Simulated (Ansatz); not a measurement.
BaSnO₃ (cubic perovskite)

```
CELL_PARAMETERS angstrom
      4.17608     0.00000     0.00000
      0.00000     4.17608     0.00000
      0.00000     0.00000     4.17608
ATOMIC_POSITIONS crystal
  Ba 0.00000 0.00000 0.00000
  Sn 0.50000 0.50000 0.50000
  O  0.00000 0.50000 0.50000
  O  0.50000 0.50000 0.00000
  O  0.50000 0.00000 0.50000
```

The slice is a {110} plane (indices of the conventional cell) through the point (0.000, 0.000, 0.000) (fractional), spanned by u = [100] and v = [011] in vectors of this cell: u (4.18 Å) and v (5.91 Å, at 90° to u). It covers one period; positions are fractions (u, v).

Computed with PBE (plane waves to 420 eV, PAW, scalar-relativistic; Ansatz, a quantum-chemistry and plane-wave program). k mesh 8×8×8. These are valence fields of a PAW run, semicore shells included where kept as valence: close to a nucleus they are smooth pseudo fields. BaSnO3 was relaxed with its symmetry unable to fall.

Three fields on this plane, each scaled to ten steps between its own extremes (0 low, 9 high; the total valence density on a logarithmic scale, the potential cut 8 eV below its top; x marks points blanked near nuclei; v = 0 in the bottom row):

Map A
```
|xxxxx10000000000001xxxx|
|xxxxx00000000000000xxxx|
|xxxx0000000000000000xxx|
|xxx000000000000000000xx|
|00000000000000000000000|
|00000000000000000000000|
|00000000000000000000000|
|10000000000000000000000|
|22110000000000000000112|
|44321000000000000001234|
|98642100000000000012468|
|xxx731000xxxxxx000137xx|
|xxxx5200xxxxxxxx0025xxx|
|xxxxx21xxxxxxxxxx12xxxx|
|xxxxx20xxxxxxxxxx02xxxx|
|xxxxx20xxxxxxxxxx02xxxx|
|xxxxx20xxxxxxxxxx02xxxx|
|xxxxx21xxxxxxxxxx12xxxx|
|xxxx5200xxxxxxxx0025xxx|
|xxx731000xxxxxx000137xx|
|98642100000000000012468|
|44321000000000000001234|
|22110000000000000000112|
|10000000000000000000000|
|00000000000000000000000|
|00000000000000000000000|
|00000000000000000000000|
|xxx000000000000000000xx|
|xxxx0000000000000000xxx|
|xxxxx00000000000000xxxx|
|xxxxx10000000000001xxxx|
|xxxxx10000000000001xxxx|
```

Map B
```
|xxxxx00046888864000xxxx|
|xxxxx00157899875100xxxx|
|xxxx0003678998763000xxx|
|xxx000147899998741000xx|
|00000036789999876300000|
|00001357899999987531000|
|01234567888888887654321|
|55566777777667777776655|
|88887776543333456777888|
|99998764200000024678999|
|99998641000000001468999|
|xxx775100xxxxxx001577xx|
|xxxx5300xxxxxxxx0035xxx|
|xxxxx10xxxxxxxxxx01xxxx|
|xxxxx00xxxxxxxxxx00xxxx|
|xxxxx00xxxxxxxxxx00xxxx|
|xxxxx00xxxxxxxxxx00xxxx|
|xxxxx10xxxxxxxxxx01xxxx|
|xxxx5300xxxxxxxx0035xxx|
|xxx775100xxxxxx001577xx|
|99998641000000001468999|
|99998764200000024678999|
|88887776543333456777888|
|55566777777667777776655|
|01234567888888887654321|
|00001357899999987531000|
|00000036789999876300000|
|xxx000147899998741000xx|
|xxxx0003678998763000xxx|
|xxxxx00157899875100xxxx|
|xxxxx00046888864000xxxx|
|xxxxx00046888864000xxxx|
```

Map C
```
|xxxxx00000000000000xxxx|
|xxxxx00000000000000xxxx|
|xxxx0000000000000000xxx|
|xxx000000000000000000xx|
|00000000000000000000000|
|00000000000000000000000|
|00000000000000000000000|
|00000011111111111100000|
|00000112233333322110000|
|00000123456666543210000|
|00000135789999875310000|
|xxx012479xxxxxx974210xx|
|xxxx1258xxxxxxxx8521xxx|
|xxxxx25xxxxxxxxxx52xxxx|
|xxxxx35xxxxxxxxxx53xxxx|
|xxxxx35xxxxxxxxxx53xxxx|
|xxxxx35xxxxxxxxxx53xxxx|
|xxxxx25xxxxxxxxxx52xxxx|
|xxxx1258xxxxxxxx8521xxx|
|xxx012479xxxxxx974210xx|
|00000135789999875310000|
|00000123456666543210000|
|00000112233333322110000|
|00000011111111111100000|
|00000000000000000000000|
|00000000000000000000000|
|00000000000000000000000|
|xxx000000000000000000xx|
|xxxx0000000000000000xxx|
|xxxxx00000000000000xxxx|
|xxxxx00000000000000xxxx|
|xxxxx00000000000000xxxx|
```

Assign the maps to these fields: density of the lowest conduction band (whole band as if filled, smooth part); density of the highest valence band (whole band, smooth part); electrostatic potential energy of an electron, from the cell's mean.

A is the density of the highest valence band (whole band, smooth part); B is the electrostatic potential energy of an electron, from the cell's mean; C is the density of the lowest conduction band (whole band as if filled, smooth part).
